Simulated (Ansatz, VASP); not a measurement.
**One calculation of Hf, two programs**

```
Hf
1.0
     0.00000    3.22230    3.22230
     3.22230    0.00000    3.22230
     3.22230    3.22230    0.00000
Hf
2
Cartesian
  0.8056 0.8056 0.8056
  5.6390 5.6390 5.6390
```

Alike in both runs: task single point; functional revPBE; k mesh 9 × 9 × 9; occupations fermi-dirac, width 0.1 eV; no spin polarisation.

|  | VASP | Ansatz |
| --- | --- | --- |
| version | VASP 6.6.1 | Ansatz 0.2.0 |
| potentials or method | VASP PAW PBE potentials, release 64 (Hf_pv) | plane waves (420 eV) with PAW, scalar-relativistic |
| plane-wave cutoff (eV) | 520 | 420 |
| valence electrons in the cell | 20 | 52 |

|  | VASP | Ansatz | Ansatz less VASP |
| --- | --- | --- | --- |
| pressure (GPa) | 2.3 | 2.6 | +0.26 |

The functional is the same, so the differences come from potentials, cutoffs and numerics. The two sets of potentials don't hold the same shells in valence.

Caveats: the PAW data sets were made with another functional, which shifts forces and pressure a little (VASP). The runs have no spin-orbit coupling, so splittings on Hf are missing.
